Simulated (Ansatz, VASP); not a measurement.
**One calculation of La4H, two programs**

```xyz
5
Lattice="-3.2836 3.2836 3.2836 3.2836 -3.2836 3.2836 3.2836 3.2836 -3.2836" Properties=species:S:1:pos:R:3 pbc="T T T"
La    1.6418    1.6418    1.6418
La    1.6418    1.6418   -1.6418
La    1.6418   -1.6418    1.6418
La   -1.6418    1.6418    1.6418
H     0.0000    0.0000    0.0000
```

Alike in both runs: task relaxation of cell and atoms; functional PBE; k mesh 8 × 8 × 8; occupations gaussian, width 0.1 eV; no spin polarisation.

|  | VASP | Ansatz |
| --- | --- | --- |
| version | VASP 6.6.1 | Ansatz 0.2.0 |
| potentials or method | VASP PAW PBE potentials, release 64 (La, H) | scalar-relativistic, plane waves, PAW |
| plane-wave cutoff (eV) | 600 | 420 |
| valence electrons in the cell | 45 | 45 |

|  | VASP | Ansatz | Ansatz less VASP |
| --- | --- | --- | --- |
| gap on the k mesh at the Fermi level, each at its own relaxed structure (eV) | none | none | - |
| relaxed volume (Å³/atom) | 28.56 | 28.57 | +0.012 |
| relaxed cell length with the largest relative difference (Å) | 5.703 | 5.704 | +0.0008 |

A gap of «none» marks a metal or a gap that the smearing closes.

Spin-orbit coupling is left out, which matters for the levels of La.
